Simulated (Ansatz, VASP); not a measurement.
# CoO in VASP and in Ansatz

```
CELL_PARAMETERS angstrom
1.52796 0.88217 2.21540
-1.52796 0.88217 2.21540
0.00000 -1.76433 2.21540
ATOMIC_POSITIONS crystal
Co 0.00000 0.00000 0.00000
O 0.50000 0.50000 0.50000
```

Alike in both runs: functional PBEsol; k mesh 18 × 18 × 18; occupations gaussian, width 0.1 eV; collinear spin.

Ansatz relaxed the structure, and its values are those at the end. VASP's run is a single point on that final structure, the one shown.

|  | VASP | Ansatz |
| --- | --- | --- |
| version | VASP 6.6.1 | Ansatz 0.2.0 |
| potentials or method | VASP PAW PBE potentials, release 64 (Co, O) | scalar-relativistic, plane waves, PAW |
| plane-wave cutoff (eV) | 520 | 420 |
| valence electrons in the cell | 15 | 23 |

|  | VASP | Ansatz | Ansatz less VASP |
| --- | --- | --- | --- |
| gap on the k mesh at the Fermi level (eV) | none | none | - |
| pressure (GPa) | -0.9 | 0.0 | +0.87 |
| net moment per atom (μB) | 1.34 | 1.36 | +0.023 |
| size of the moment on the site where the two differ most (μB) | 2.37 | 2.32 | -0.051 |

Site moments also hang on the region over which each program counts them. A gap of «none» marks a metal or a gap that the smearing closes. With one functional, cell and mesh, what is left measures potentials, basis and numerics. The two sets of potentials don't hold the same shells in valence.

Caveats: the PAW data sets were made with another functional, which shifts forces and pressure a little (VASP); a cell with one magnetic atom can't hold antiferromagnetic order, which such compounds often take; semilocal functionals often make such compounds metallic where correlation or magnetic order opens a gap, which also shifts bond lengths.
